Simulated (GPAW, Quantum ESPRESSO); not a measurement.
# Fitting the LDA energy curve of BaTiO3

```
Ba Ti O
1.0
     4.00600    0.00000    0.00000
     0.00000    4.00600    0.00000
     0.00000    0.00000    4.00600
Ba Ti O
1 1 3
Direct
  0.50000 0.50000 0.50000
  0.00000 0.00000 0.00000
  0.00000 0.00000 0.50000
  0.00000 0.50000 0.00000
  0.50000 0.00000 0.00000
```

The cell was scaled at fixed shape and fractions and run with GPAW, the program's PAW data sets (release 1.2.1) made for this functional, cutoff 800 eV; LDA, k mesh 7 × 7 × 7 on the cell of 5 atoms, fermi-dirac occupations of 0.05 eV, no spin polarisation, no spin-orbit coupling. Energies are those that the program minimises, any entropy of the smearing included.

```csv
V (Å³/atom),energy over the lowest row (meV/atom)
12.0862,2.36
12.3434,0.00
12.6005,4.04
12.8577,13.76
13.1148,?
13.3720,47.99
13.6291,71.38
```

Problem. Fit the third-order Birch-Murnaghan form, give V0, B0 and B′, and predict the energy left open.

Solution. With y = (V0/V)^(2/3), E = E0 + (9 V0 B0/16) [(y - 1)³ B′ + (y - 1)² (6 - 4y)]. Least squares through the rows shown give V0 = 12.3052 Å³/atom, E0 = -0.08 meV, B0 = 193.9 GPa (1 eV/Å³ = 160.218 GPa) and B′ = 4.51, with a largest miss of 0.03 meV. At V = 13.1148 the form with these constants gives 28.59 meV; the run gave 28.65 meV an atom. Other set-ups at this level, from all their volumes (Å³/atom, GPa): Quantum ESPRESSO, GBRV 1.5 LDA: V0 12.290, B0 195.9. Measured volume: 12.89 Å³/atom (pmc:7004307, doi:10.1371/journal.pone.0228644), so the fit lies -4.5 % from it. The runs are for a static lattice.
